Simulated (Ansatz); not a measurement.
Crystal: Tc.

```
Tc
1.0
     2.74000    0.00000    0.00000
    -1.37000    2.37291    0.00000
     0.00000    0.00000    4.39800
Tc
2
Direct
  0.66667 0.33333 0.75000
  0.33333 0.66667 0.25000
```

| Item | Value |
| --- | --- |
| Program | Ansatz 0.2.0 |
| Task | relaxation of cell and atoms |
| Functional | PBEsol |
| Dispersion | D3(BJ)-ATM |
| Potentials or basis | Ansatz PAW earlier set |
| Cutoff | 500 eV (not typed: the program's choice for these potentials) |
| k mesh | 11 × 11 × 6 |
| Occupations | fermi-dirac, width 0.05 eV |
| Spin | no spin polarisation |

At the start: volume 14.30 Å³/atom.

**Question.** How do energy, volume and symmetry change on relaxing?

**Answer.** It ends after 4 steps and the volume is 13.76 Å³/atom (-3.7 %); space group P6_3/mmc (No. 194, to 0.05 Å).

The path:
```
step  energy change (eV)  largest force (eV/Å)  volume (Å³)
   1              0.0000                0.0000        28.59
   2             -0.0407                0.0000        27.64
   3             -0.0411                0.0000        27.53
   4             -0.0411                0.0000        27.53
```

Final structure:
```
Tc
1.0
     2.70574    0.00000    0.00000
    -1.35287    2.34324    0.00000
     0.00000    0.00000    4.34210
Tc
2
Cartesian
  1.3529 0.7811 3.2566
  0.0000 1.5622 1.0855
```

Caveat: the plane-wave basis is chosen anew once the cell has moved, so the energies of steps on either side of that aren't comparable; pairwise dispersion overbinds metals, which lowers pressure and volume; the PAW data sets come from PBE, with cores solved anew for the run's functional, which leaves a small shift of forces and pressure.
